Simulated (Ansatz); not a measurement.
# CaF2: the cost of one run

Computed with Ansatz 0.2.0 (DFT LDA, scalar-relativistic, plane waves, PAW, unless a step's input says otherwise).

4 further runs of the same task are left out: 4 set aside as unsound or not needed.

### 1 The system as given

It takes space group Fm-3m (No. 225, cubic). The conventional cell has a = 5.326 Å, b = 5.326 Å, c = 5.326 Å, α = 90.00°, β = 90.00°, γ = 90.00°. Ca (site symmetry m-3m) is surrounded by 8 F at 2.31 Å. F (site symmetry -43m) has 4 Ca at 2.31 Å as nearest neighbours.

As a file:

```
CELL_PARAMETERS angstrom
0.00000 2.66299 2.66299
2.66299 0.00000 2.66299
2.66299 2.66299 0.00000
ATOMIC_POSITIONS crystal
Ca 0.00000 0.00000 0.00000
F 0.25000 0.25000 0.25000
F 0.75000 0.75000 0.75000
```

This cell was relaxed beforehand with the same method: volume 12.59 Å³/atom, gap on the mesh 7.38 eV.

### 2 Relaxing at 20 GPa

At a set pressure the run lowers the enthalpy E + PV, so the energy alone may rise along the way.

Contents of input.yaml:

```yaml
crystal:
  lattice:
    - [0.0, 2.662989027, 2.662989027]
    - [2.662989027, 0.0, 2.662989027]
    - [2.662989027, 2.662989027, 0.0]
  atoms:
    - { symbol: Ca, position: [0.0, 0.0, 0.0] }
    - { symbol: F, position: [0.25, 0.25, 0.25] }
    - { symbol: F, position: [0.75, 0.75, 0.75] }
basis:
  ecutwfc: 420
kpoints:
  mp_grid: { grid: [8, 8, 8] }
hamiltonian:
  xc: lda
scf:
  occupations: { method: fixed }
output:
  forces: true
  stress: true
  eigenvalues: true
relax:
  adjacent_minimum: "off"
  f_tol: 0.001
  max_steps: 60
  cell: { stress_tol: 0.02, p_target: 20.0 }
```

On the command line:

```
ansatz run input.yaml --threads 1 --pin off --max-ram 1228MiB --backend cpu --events-out ev --progress --plain --runs-dir out
```

What time and memory should one allow on 1 thread of Arm Neoverse N1, shared host?

About 18 s, with a peak of 0.39 GiB.
